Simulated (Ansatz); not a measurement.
# Si₂Mo (I4/mmm), tetragonal deformation path

All numbers below come from Ansatz, DFT PBE, scalar-relativistic, plane waves, PAW. The runs took a 420 eV cutoff, a Γ-centred 22×22×22 mesh and Gaussian smearing (0.15 eV). No spin polarisation. Energies are free energies at this smearing, counted from the undisturbed cell; pressure is positive in compression.

Reference structure (relaxed at this level):

```
Si Mo
1.0
    -1.60842    1.60842    3.93651
     1.60842   -1.60842    3.93651
     1.60842    1.60842   -3.93651
Si Mo
2 1
Direct
  0.33510 0.33510 0.00000
  0.66490 0.66490 0.00000
  0.00000 0.00000 0.00000
```

At fixed volume and fractional coordinates, lengths along (0.000, 0.000, 1.000) are scaled against those across it; ρ is that ratio over its starting value. The cell is metallic on the mesh throughout.

| ρ | ΔE (meV/atom) | pressure (GPa) |
| --- | --- | --- |
| 0.850 | 320.0 | 9.8 |
| 0.920 | 80.4 | 3.2 |
| 0.960 | 18.5 | 1.1 |
| 1.000 | 0.0 | 0.0 |
| 1.050 | 24.1 | -0.3 |
| 1.100 | 86.5 | 0.2 |
| 1.200 | 279.5 | 2.7 |

Cost: 7 runs of about 2.9 core-minutes in all, on Arm Neoverse V2 (shared hosts).